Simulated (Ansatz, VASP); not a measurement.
**ZnO: VASP beside Ansatz**

INCAR

```
SYSTEM = ZnO
  PREC = Accurate
  ENCUT = 520
  EDIFF = 1E-8
  ISMEAR = -1
  SIGMA = 0.02
  LREAL = .FALSE.
  LASPH = .TRUE.
  NELM = 80
  ALGO = Normal
  ISIF = 2
  LWAVE = .FALSE.
  LCHARG = .FALSE.
  GGA = PE
  LEFG = .TRUE.
  NBANDS = 26
```

The input KPOINTS:

```
Automatic mesh
0
G
  11 11 6
  0 0 0
```

POSCAR

```
ZnO
1.0
    3.2709185479      0.0000000000      0.0000000000
   -1.6354592739      2.8326985562      0.0000000000
    0.0000000000      0.0000000000      5.2382632560
Zn O
2 2
Direct
    0.3333333333      0.6666666667      0.0000000000
    0.6666666667      0.3333333333      0.5000000000
    0.3333333333      0.6666666667      0.3821000000
    0.6666666667      0.3333333333      0.8821000000
```

Input for Ansatz:

```yaml
crystal:
  lattice:
    - [3.2709185479, 0.0, 0.0]
    - [-1.6354592739, 2.8326985562, 0.0]
    - [0.0, 0.0, 5.238263256]
  atoms:
    - { symbol: Zn, position: [0.3333333333, 0.6666666667, 0.0] }
    - { symbol: Zn, position: [0.6666666667, 0.3333333333, 0.5] }
    - { symbol: O, position: [0.3333333333, 0.6666666667, 0.3821] }
    - { symbol: O, position: [0.6666666667, 0.3333333333, 0.8821] }
kpoints:
  mp_grid: { grid: [11, 11, 6] }
scf:
  occupations: { method: fermi_dirac, width: 0.02 }
hamiltonian:
  xc: pbe
  pseudopotentials: { kind: paw }
output:
  forces: true
  stress: true
  eigenvalues: true
  efg: { contact_densities: true }
```

Change from the starting cell: volume scaled by 1.02, PAW files.

Alike in both runs: task electric field gradients; functional PBE; k mesh 11 × 11 × 6; occupations fermi-dirac, width 0.02 eV; no spin polarisation.

|  | VASP | Ansatz |
| --- | --- | --- |
| version | VASP 6.6.1 | Ansatz 0.2.0 |
| potentials or method | VASP PAW PBE potentials, release 64 (Zn, O) | PAW with Ansatz's default frozen-core files, scalar-relativistic |
| plane-wave cutoff (eV) | 520 | 420 |
| valence electrons in the cell | 36 | 36 |

|  | VASP | Ansatz | Ansatz less VASP |
| --- | --- | --- | --- |
| gap on the k mesh at the Fermi level (eV) | 0.76 | 0.78 | +0.016 |
| pressure (GPa) | 3.1 | 2.1 | -0.97 |
| largest component of the traceless stress (GPa) | 0.24 | 0.26 | +0.026 |
| rms of the force components (eV/Å) | 0.019 | 0.018 | -0.0008 |
| Vzz of the field gradient on the site that differs most (V/Å²) | 7.4 | 7.3 | -0.09 |

Atom by atom the forces differ by 0.001 eV/Å (rms over components).
